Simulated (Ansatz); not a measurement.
**ScAl$_{3}$: how the free axis answers a strain**

ScAl$_{3}$, Pm-3m, a = 4.105 Å. The structure is a Materials Project entry; whether it is the stable form wasn't checked. Ansatz: PBE, PAW, 420 eV, Γ-centred 12×12×12 mesh on 4 atoms, Gaussian smearing 0.10 eV; no spin polarisation. Series: uniaxial strain along a, with b, c and atoms relaxed; x is the strain in per cent. y is the change of c in per cent of 4.105 Å.

| x (%) | y (%) |
| --- | --- |
| -6.0 | 1.43 |
| -4.0 | 0.86 |
| -2.0 | 0.41 |
| 0.0 | 0.00 |
| 2.0 | -0.32 |
| 4.0 | ? |
| 6.0 | -0.85 |

Problem. Fit y = c1 x + c2 x² to the other rows, say what c1 measures, and predict the missing y.

Solution. Least squares on the rows shown. y = −0.1882 x + 0.007970 x². So −c1 = 0.188 is Poisson's ratio for this pair of axes. With a term in x³ added, the coefficient of x becomes -0.1796, 5 % less, which shows how far this figure hangs on the form. At x = 4.0 the fit asked for gives -0.63 %. The run gave -0.60 %, so the fit is 0.03 % too low, within twice the rms miss on the fitted rows (0.02 %).